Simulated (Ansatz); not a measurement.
# P: the cost of one run

Computed with Ansatz 0.2.0 (DFT PBE, scalar-relativistic, plane waves, PAW, unless a step's input says otherwise).

### 1 Starting point

The structure is cubic, space group Pa-3 (No. 205). The conventional cell has a = 5.339 Å, b = 5.339 Å, c = 5.339 Å, α = 90.00°, β = 90.00°, γ = 90.00°. P (site symmetry 3) is surrounded by 1 P at 1.06 Å.

As a file:

```xyz
8
Lattice="5.3395 0.0000 0.0000 0.0000 5.3395 0.0000 0.0000 0.0000 5.3395" Properties=species:S:1:pos:R:3 pbc="T T T"
P     0.3065    0.3065    0.3065
P     2.3633    5.0330    2.9762
P     2.9762    2.3633    5.0330
P     5.0330    2.9762    2.3633
P     5.0330    5.0330    5.0330
P     2.9762    0.3065    2.3633
P     2.3633    2.9762    0.3065
P     0.3065    2.3633    2.9762
```

The cell is invented: one element on all sites of the N type (Pa-3, No. 205). The dimensions are guesses.

### 2 Probe: one point on a coarse mesh

Input file input.yaml:

```yaml
crystal:
  lattice:
    - [5.33945752, 0.0, 0.0]
    - [0.0, 5.33945752, 0.0]
    - [0.0, 0.0, 5.33945752]
  atoms:
    - { symbol: P, position: [0.05739732, 0.05739732, 0.05739732] }
    - { symbol: P, position: [0.44260268, 0.94260268, 0.55739732] }
    - { symbol: P, position: [0.55739732, 0.44260268, 0.94260268] }
    - { symbol: P, position: [0.94260268, 0.55739732, 0.44260268] }
    - { symbol: P, position: [0.94260268, 0.94260268, 0.94260268] }
    - { symbol: P, position: [0.55739732, 0.05739732, 0.44260268] }
    - { symbol: P, position: [0.44260268, 0.55739732, 0.05739732] }
    - { symbol: P, position: [0.05739732, 0.44260268, 0.55739732] }
basis:
  ecutwfc: 420
kpoints:
  mp_grid: { grid: [4, 4, 4] }
hamiltonian:
  xc: pbe
scf:
  occupations: { method: gaussian, width: 0.1 }
  lower_state_search: "off"
output:
  forces: true
  stress: true
  eigenvalues: true
```

Run with:

```bash
$ ansatz run input.yaml --threads 1 --pin off --max-ram 2048MiB --backend cpu --events-out ev --progress --plain --runs-dir out
```

Q: Estimate wall time and peak memory on 1 thread of AMD EPYC 7R43 (Zen 3), shared host.

About 5.5 s, with a peak of 0.47 GiB.
